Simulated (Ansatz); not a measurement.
# Zr8Si15: the cost of one run

All numbers below are computed with Ansatz 0.2.0 (DFT PBE, plane waves, PAW, scalar-relativistic, no spin polarisation).

**1. Starting point**

The cell holds 23 atoms (Si15Zr8): a = 7.450 Å, b = 7.621 Å, c = 7.350 Å, α = 90.00°, β = 90.00°, γ = 75.85°.

The empty site lies at (3.76, -3.71, -2.76) Å, and Si19 starts at (5.57, -3.70, -4.58) Å. All atoms were shaken by about 0.02 Å to break the symmetry.

As a file:

```xyz
23
Lattice="7.4501 0.0000 0.0000 1.8625 -7.3900 0.0000 0.0000 0.0000 -7.3499" Properties=species:S:1:pos:R:3 pbc="T T T"
Si    1.8674   -3.7133   -0.9058
Zr    1.8817   -5.8134   -2.7349
Zr    3.7349   -1.5179   -0.9030
Si    1.8601   -0.9025   -2.7693
Si    3.7213   -6.4556   -0.8989
Si    3.7246   -3.6612   -6.4224
Si    1.8540   -3.7217   -4.5851
Zr    1.8663   -5.8782   -6.3884
Zr    3.7371   -1.5101   -4.5934
Si    1.8660   -0.8830   -6.4321
Si    3.7000   -6.5014   -4.5739
Si    7.4962   -3.7017   -2.7752
Si    5.5691   -3.6955   -0.9138
Zr    5.6132   -5.8415   -2.7384
Zr    7.5004   -1.5259   -0.9034
Si    5.5769   -0.8941   -2.7093
Si    7.4427   -6.4987   -0.9175
Si    7.4601   -3.7005   -6.4437
Si    5.5718   -3.6975   -4.5762
Zr    5.5500   -5.8561   -6.3972
Zr    7.4260   -1.5455   -4.6250
Si    5.5944   -0.9047   -6.4599
Si    7.4185   -6.4903   -4.5605
```

**2. Nudged elastic band**

crystal.atoms is the first end and neb.final_atoms the second, which differs in Si19 alone.

File input.yaml:

```yaml
crystal:
  lattice:
    - [7.450054, 2.5e-07, 0.0]
    - [1.86251375, -7.38997294, 0.0]
    - [0.0, 0.0, -7.34992]
  atoms:
    - { symbol: Si, position: [0.12503193, 0.50248325, 0.12324484] }
    - { symbol: Zr, position: [0.05590941, 0.78665819, 0.37209967] }
    - { symbol: Zr, position: [0.4499789, 0.20540638, 0.122861] }
    - { symbol: Si, position: [0.21913917, 0.12212444, 0.37678213] }
    - { symbol: Si, position: [0.28111527, 0.8735559, 0.12230309] }
    - { symbol: Si, position: [0.37608184, 0.49542335, 0.87380747] }
    - { symbol: Si, position: [0.12295564, 0.50362045, 0.62383577] }
    - { symbol: Zr, position: [0.05165209, 0.79543295, 0.86917384] }
    - { symbol: Zr, position: [0.45053282, 0.20434027, 0.62495956] }
    - { symbol: Si, position: [0.22059478, 0.11948079, 0.8751253] }
    - { symbol: Si, position: [0.2766968, 0.87975566, 0.62230188] }
    - { symbol: Si, position: [0.88096537, 0.50091191, 0.37757905] }
    - { symbol: Si, position: [0.62251541, 0.50006379, 0.12432846] }
    - { symbol: Zr, position: [0.55583348, 0.79046238, 0.37257755] }
    - { symbol: Zr, position: [0.95513908, 0.20648381, 0.12290619] }
    - { symbol: Si, position: [0.71833192, 0.12098374, 0.36861753] }
    - { symbol: Si, position: [0.77916237, 0.87939367, 0.12482717] }
    - { symbol: Si, position: [0.87616388, 0.5007479, 0.87670197] }
    - { symbol: Si, position: [0.62279626, 0.50033766, 0.62262168] }
    - { symbol: Zr, position: [0.54685481, 0.79243293, 0.87037133] }
    - { symbol: Zr, position: [0.9444835, 0.20913023, 0.62925865] }
    - { symbol: Si, position: [0.72031534, 0.12242001, 0.87890663] }
    - { symbol: Si, position: [0.77620383, 0.87825646, 0.62048935] }
kpoints:
  mp_grid: { grid: [2, 2, 2] }
magnetization:
  spin_polarized: false
scf:
  occupations: { method: cold, width: 0.15 }
hamiltonian:
  pseudopotentials: { kind: paw }
  xc: pbe
basis:
  ecutwfc: 420
neb:
  images: 3
  relax_end_points: true
  climbing: true
  f_tol: 0.1
  max_iterations: 40
  order_check: false
  final_atoms:
    - { symbol: Si, position: [0.12503193, 0.50248325, 0.12324484] }
    - { symbol: Zr, position: [0.05590941, 0.78665819, 0.37209967] }
    - { symbol: Zr, position: [0.4499789, 0.20540638, 0.122861] }
    - { symbol: Si, position: [0.21913917, 0.12212444, 0.37678213] }
    - { symbol: Si, position: [0.28111527, 0.8735559, 0.12230309] }
    - { symbol: Si, position: [0.37608184, 0.49542335, 0.87380747] }
    - { symbol: Si, position: [0.12295564, 0.50362045, 0.62383577] }
    - { symbol: Zr, position: [0.05165209, 0.79543295, 0.86917384] }
    - { symbol: Zr, position: [0.45053282, 0.20434027, 0.62495956] }
    - { symbol: Si, position: [0.22059478, 0.11948079, 0.8751253] }
    - { symbol: Si, position: [0.2766968, 0.87975566, 0.62230188] }
    - { symbol: Si, position: [0.88096537, 0.50091191, 0.37757905] }
    - { symbol: Si, position: [0.62251541, 0.50006379, 0.12432846] }
    - { symbol: Zr, position: [0.55583348, 0.79046238, 0.37257755] }
    - { symbol: Zr, position: [0.95513908, 0.20648381, 0.12290619] }
    - { symbol: Si, position: [0.71833192, 0.12098374, 0.36861753] }
    - { symbol: Si, position: [0.77916237, 0.87939367, 0.12482717] }
    - { symbol: Si, position: [0.87616388, 0.5007479, 0.87670197] }
    - { symbol: Si, position: [0.3792624, 0.50144835, 0.37511132] }
    - { symbol: Zr, position: [0.54685481, 0.79243293, 0.87037133] }
    - { symbol: Zr, position: [0.9444835, 0.20913023, 0.62925865] }
    - { symbol: Si, position: [0.72031534, 0.12242001, 0.87890663] }
    - { symbol: Si, position: [0.77620383, 0.87825646, 0.62048935] }
```

Command:

```sh
$ ansatz run input.yaml --threads 4 --pin off --max-ram 8192MiB --backend cpu --events-out ev --progress --plain --runs-dir out
```

What time and memory should one allow on 4 threads of Arm Neoverse V1, shared host?

About 2.5 min, with a peak of 2 GiB.
